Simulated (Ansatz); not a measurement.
Rh (hcp): energy against volume

The calculation used DFT, revPBE, plane waves (420 eV) with PAW, scalar-relativistic in Ansatz. (PAW data from PBE, frozen cores regenerated.)

The cell is scaled uniformly from the relaxed one, with fractional coordinates and shape fixed. Energies are extrapolated to zero smearing, pressures are those at the given smearing. Magnetic state: spin not included.

A Birch-Murnaghan fit gives V₀ = 14.28 Å³/atom, B₀ = 241 GPa, B₀′ = 5.2.

Q: What are the energy above the minimum and the pressure at 12.599 Å³/atom?

A: 193.3 meV/atom and 42.38 GPa as computed.

Q: What are the energy above the minimum and the pressure at 14.889 Å³/atom?

A: 17.9 meV/atom and -8.47 GPa as computed.

Q: What are the energy above the minimum and the pressure at 15.462 Å³/atom?

A: 62.4 meV/atom and -14.98 GPa as computed.
